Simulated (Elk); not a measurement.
An Elk run on Ce with settings drawn from a wide range, so not all are converged; totals and levels move with the basis, and no second program has checked them. The calculation used DFT, AM05, all-electron APW+lo, Dirac cores, scalar-relativistic bands (Elk 11.2.3 with local patches). Elk's input is in atomic units.

Command: `OMP_NUM_THREADS=1 elk`

```
tasks
  0
  110
  115
  15
  10
  21

xctype
  30

rgkmax
  5.5

gmaxvr
  14

lmaxapw
  7

lmaxo
  5

lmaxi
  2

nrmtscf
  2.5

nempty
  6

epspot
  1e-07

epsengy
  1e-05

maxscl
  60

swidth
  0.001

stype
  3

lradstp
  4

mixtype
  3

hmaxvr
  6

reducebf
  0.5

spinpol
  .true.

tforce
  .false.

autolinengy
  .true.

sppath
  './'

avec
  6.80427946316 0.00000000000 0.00000000000
  -3.40213973158 5.89267886952 0.00000000000
  0.00000000000 0.00000000000 11.11054947957

atoms
  1
  'Ce.in'
  2
  0.333333333300 0.666666666700 0.250000000000   0.000 0.000 -2.000
  0.666666666700 0.333333333300 0.750000000000   0.000 0.000 -2.000

ngridk
  8 8 5

wplot
  120 100 1
  -0.55 0.3

plot1d
  9 30
  0.0000000000 0.0000000000 0.0000000000
  0.5000000000 -0.0000000000 0.0000000000
  0.3333333333 0.3333333333 0.0000000000
  0.0000000000 0.0000000000 0.0000000000
  0.0000000000 0.0000000000 0.5000000000
  0.5000000000 -0.0000000000 0.5000000000
  0.3333333333 0.3333333333 0.5000000000
  0.0000000000 0.0000000000 0.5000000000
  0.5000000000 -0.0000000000 0.5000000000
```

Muffin-tin radii in the species files: Ce 2.66 bohr.

The cell comes from COD entry 9008491, which wasn't checked; take it as a given geometry. The listed cell was then made from it by scaling, straining or moving an atom.

Task: What does the run give?

Result: It refused before any iteration.
```
Error(init0): requested spin-polarised run with spin-unpolarised
 exchange-correlation functional
```
